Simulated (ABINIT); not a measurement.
Crystal: Hf.

```
Hf
1.0
    -1.80500    1.80500    1.80500
     1.80500   -1.80500    1.80500
     1.80500    1.80500   -1.80500
Hf
1
Direct
  0.00000 0.00000 0.00000
```

This isn't the form of Hf at room conditions, which is hcp.

Base run:

* Program: ABINIT 10.8.3 (patched build)
* Functional: r2SCAN
* Potentials or basis: Ansatz PAW PBE default generated set, frozen core
* Cutoff: 490 eV
* k mesh: 10 × 10 × 10
* Occupations: fermi-dirac, width 0.05 eV
* Spin: no spin polarisation

Its results: band gap on the k mesh none (metal or under the smearing width); pressure -5.5 GPa.

Task: After a change of settings the same cell gave: band gap on the k mesh none (metal or under the smearing width); pressure -11.5 GPa. Which change was it?
A. potentials or basis from Ansatz PAW PBE default generated set, frozen core to Ansatz NC r2SCAN; cutoff from 490 eV to 1469 eV
B. potentials or basis from Ansatz PAW PBE default generated set, frozen core to PseudoDojo NC SR PBE v0.4.1 standard; cutoff from 490 eV to 952 eV; valence electrons from 26 to 12
C. potentials or basis from Ansatz PAW PBE default generated set, frozen core to SG15 NC PBE v1.2; cutoff from 490 eV to 980 eV
D. potentials or basis from Ansatz PAW PBE default generated set, frozen core to JTH PAW PBE v2.0; cutoff from 490 eV to 626 eV; fine-grid cutoff from 979.61 eV to 1224.51 eV; valence electrons from 26 to 12

Result: C.

Caveats: the PAW data sets were made with another functional, which shifts forces and pressure a little (some runs); the potentials were made for another functional, which shifts forces and pressure (some runs).
